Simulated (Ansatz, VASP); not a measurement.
**NiO: VASP beside Ansatz**

Contents of INCAR:

```
SYSTEM = NiO
PREC     = Accurate       ! precision mode
ENCUT    = 480            ! plane-wave cutoff, eV
EDIFF    = 1E-7           ! SCF threshold, eV
ISMEAR   = -1             ! smearing method
SIGMA    = 0.05           ! smearing width, eV
LREAL    = .False.        ! projectors in reciprocal space
LASPH    = .True.         ! aspherical terms in the spheres
NELM     = 120            ! most SCF steps
ALGO     = Normal         ! electronic algorithm
ISIF     = 3              ! what is computed and relaxed
LWAVE    = .False.        ! write WAVECAR
LCHARG   = .False.        ! write CHGCAR
ISPIN    = 2              ! spin polarisation
MAGMOM   = 1 0            ! initial moments
LORBIT   = 11             ! projections on sites
LMAXMIX  = 4              ! l up to which the mixer works
GGA      = PE             ! functional
IBRION   = 2              ! ionic algorithm
NSW      = 60             ! ionic steps
EDIFFG   = -0.02          ! ionic threshold
```

Contents of KPOINTS:

```
regular mesh
0
Gamma
  11 11 11
  0 0 0
```

Contents of POSCAR:

```
NiO
1.0
    0.0000000000      2.0859016414      2.0859016414
    2.0859016414      0.0000000000      2.0859016414
    2.0859016414      2.0859016414      0.0000000000
Ni O
1 1
Direct
    0.0000000000      0.0000000000      0.0000000000
    0.5000000000      0.5000000000      0.5000000000
```

input.yaml

```yaml
crystal:
  lattice:
    - [0.0, 2.0859016414, 2.0859016414]
    - [2.0859016414, 0.0, 2.0859016414]
    - [2.0859016414, 2.0859016414, 0.0]
  atoms:
    - { symbol: Ni, position: [0.0, 0.0, 0.0], spin: 1.0 }
    - { symbol: O, position: [0.5, 0.5, 0.5] }
hamiltonian:
  xc: pbe
  pseudopotentials: { kind: paw }
magnetization:
  spin_polarized: true
kpoints:
  mp_grid: { grid: [11, 11, 11] }
scf:
  occupations: { method: fermi_dirac, width: 0.05 }
output:
  forces: true
  stress: true
relax:
  f_tol: 0.01
  max_steps: 40
  cell: { stress_tol: 0.05 }
```

Alike in both runs: task relaxation of cell and atoms; functional PBE; k mesh 11 × 11 × 11; occupations fermi-dirac, width 0.05 eV; collinear spin, ferromagnetic start.

|  | VASP | Ansatz |
| --- | --- | --- |
| version | VASP 6.6.1 | Ansatz 0.2.0 |
| potentials or method | VASP PAW PBE potentials, release 64 (Ni, O_s) | Ansatz PAW |
| plane-wave cutoff (eV) | 480 | 420 |
| valence electrons in the cell | 16 | 24 |

Ansatz gave:

```
net moment per atom (μB)                                      : 0.91
size of the moment on the site where the two differ most (μB) : 0.29
relaxed volume (Å³/atom)                                      : 9.37
relaxed cell length with the largest relative difference (Å)  : 2.982
energy change over the relaxation (meV/atom)                  : -5
```

**Question.** Estimate VASP's values.

**Answer.** net moment per atom (μB): 0.89; size of the moment on the site where the two differ most (μB): 0.28; relaxed volume (Å³/atom): 9.35; relaxed cell length with the largest relative difference (Å): 2.979; energy change over the relaxation (meV/atom): -4.

Site moments also hang on the region over which each program counts them. The two sets of potentials don't hold the same shells in valence.

Caveats: a cell with one magnetic atom can't hold antiferromagnetic order, which such compounds often take; semilocal functionals often make such compounds metallic where correlation or magnetic order opens a gap, which also shifts bond lengths (VASP); the plane-wave basis is chosen anew once the cell has moved, so the energies of steps on either side of that aren't comparable (Ansatz); the pressure holds a Pulay correction of +0.7 GPa for the finite cutoff (Ansatz). With open d or f shells a metallic result of PBE can be an artefact of self-interaction; +U or a hybrid may open a gap. PBE usually gives volumes a little too large and moduli too small.
